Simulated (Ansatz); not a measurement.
**Response of HfB$_{2}$ to small distortions**

```xyz
3
Lattice="3.1400 0.0000 0.0000 -1.5700 2.7193 0.0000 0.0000 0.0000 3.4800" Properties=species:S:1:pos:R:3 pbc="T T T"
Hf    0.0000    0.0000    0.0000
B     0.0000    1.8129    1.7400
B     1.5700    0.9064    1.7400
```

Atom numbers follow the list: Hf1, B2, B3.

The conventional cell has a = 3.140 Å, b = 3.140 Å, c = 3.480 Å, α = 90.00°, β = 90.00°, γ = 120.00°. Hf (atom 1) has 12 B at 2.51 Å as nearest neighbours. B (atom 2) has 3 B at 1.81 Å as nearest neighbours.

The cell is COD entry 1510711, as deposited and not checked against the literature; nothing was relaxed.

No spin–orbit coupling, which matters for the heavy atoms here.

Level of theory: Ansatz 0.2.0, DFT, PBE, PAW with Ansatz's default frozen-core files, scalar-relativistic.

The runs use a Γ-centred 13×13×11 k mesh, Fermi–Dirac smearing of 0.05 eV, cutoff 420 eV, no spin polarisation.

The unchanged cell is at 1.34 GPa.

In a metal, stresses and small energies carry noise from the k mesh.

x, y and z are the Cartesian axes of the cell as listed; fractional coordinates follow a strain, and an engineering shear is twice the off-diagonal strain component.

With equal xy, yz and zx engineering shear strains of -3 %: energy change +23.1 meV/atom; stress change (xx, yy, zz, yz, xz, xy) 0.77, 0.76, 1.00, 8.19, 8.21, 8.42 GPa, compression positive; change of the force on B2 (-0.050, 0.013, -0.018) eV/Å.

(1) With this change (equal xy, yz and zx engineering shear strains of -1 %), what becomes of the energy and stress and forces?

With equal xy, yz and zx engineering shear strains of +2 %: energy change +9.7 meV/atom; stress change (xx, yy, zz, yz, xz, xy) 0.33, 0.35, 0.42, -5.15, -5.16, -5.31 GPa, compression positive; change of the force on B2 (0.020, 0.006, -0.006) eV/Å.

With equal xy, yz and zx engineering shear strains of -2 %: energy change +10.1 meV/atom; stress change (xx, yy, zz, yz, xz, xy) 0.34, 0.34, 0.44, 5.40, 5.41, 5.56 GPa, compression positive; change of the force on B2 (-0.030, 0.006, -0.008) eV/Å.

(2) With this change (equal xy, yz and zx engineering shear strains of +1 %), what becomes of the energy and stress and forces?

(3) With this change (equal xy, yz and zx engineering shear strains of +3 %), what becomes of the energy and stress and forces?

Results:

(1) Energy change +2.5 meV/atom; stress change (xx, yy, zz, yz, xz, xy) 0.08, 0.08, 0.11, 2.67, 2.67, 2.76 GPa, compression positive; change of the force on B2 (-0.014, 0.001, -0.002) eV/Å.

(2) Energy change +2.5 meV/atom; stress change (xx, yy, zz, yz, xz, xy) 0.08, 0.09, 0.11, -2.61, -2.61, -2.69 GPa, compression positive; change of the force on B3 (-0.011, -0.001, 0.002) eV/Å.

(3) Energy change +21.6 meV/atom; stress change (xx, yy, zz, yz, xz, xy) 0.74, 0.79, 0.92, -7.61, -7.63, -7.83 GPa, compression positive; change of the force on B2 (0.028, 0.014, -0.012) eV/Å.
